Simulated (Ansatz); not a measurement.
The system is Te2Mo.

```
Te Mo
1.0
     3.51820    0.00000    0.00000
    -1.75910    3.04685    0.00000
     0.00000    0.00000   13.97360
Te Mo
4 2
Direct
  0.66667 0.33333 0.37900
  0.33333 0.66667 0.87900
  0.66667 0.33333 0.12100
  0.33333 0.66667 0.62100
  0.66667 0.33333 0.75000
  0.33333 0.66667 0.25000
```

Base run:

```yaml
Program: Ansatz 0.2.0
Functional: SVWN5
Potentials_or_basis: Ansatz PAW
Cutoff: "420 eV (not typed: the program's choice for these potentials)"
k_mesh: 9 × 9 × 2
Occupations: fermi-dirac, width 0.05 eV
Spin: no spin polarisation
```

Its results: band gap on the k mesh 0.76 eV, indirect (least direct gap 1.03 eV); pressure -3.1 GPa; largest force 0.302 eV/Å.

Q: The run is repeated on the same cell with these changes: functional from SVWN5 to PBE; potentials or basis from Ansatz PAW to SPMS NC; cutoff from 420 eV (not typed: the program's choice for these potentials) to 680 eV (not typed: the program's choice for these potentials). What comes out?

A: Band gap on the k mesh 0.77 eV, indirect (least direct gap 1.04 eV); pressure 3.3 GPa; largest force 0.227 eV/Å.

Caveats: the k mesh misses the band edges, so the gap on the mesh is wider than the one along the path; spin-orbit coupling is left out, which moves the levels of the heavy elements; the PAW data sets come from PBE, with cores solved anew for the run's functional, which leaves a small shift of forces and pressure (some runs); this functional lacks dispersion, which binds the layers, so the pressure and a relaxed spacing across them are unreliable (some runs).
